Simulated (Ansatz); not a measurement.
Crystal: Ge.

```
Ge
1.0
    -2.57449    2.57449    1.39741
     2.57449   -2.57449    1.39741
     2.57449    2.57449   -1.39741
Ge
2
Cartesian
  0.0000 0.0000 1.3974
  2.5745 0.0000 0.6987
```

This isn't the form of Ge at room conditions, which is diamond.

Base run:

* Program: Ansatz 0.2.0
* Functional: RPBE
* Potentials or basis: Ansatz PAW
* Cutoff: 420 eV (not typed: the program's choice for these potentials)
* k mesh: 11 × 11 × 11
* Occupations: fermi-dirac, width 0.05 eV
* Spin: no spin polarisation

Its results: band gap on the k mesh none (metal or under the smearing width); pressure 5.0 GPa.

Q: The run is repeated on the same cell with these changes: functional from RPBE to revPBE. What comes out?

A: Band gap on the k mesh none (metal or under the smearing width); pressure 4.5 GPa.

Caveats: the PAW data sets come from PBE, with cores solved anew for the run's functional, which leaves a small shift of forces and pressure.
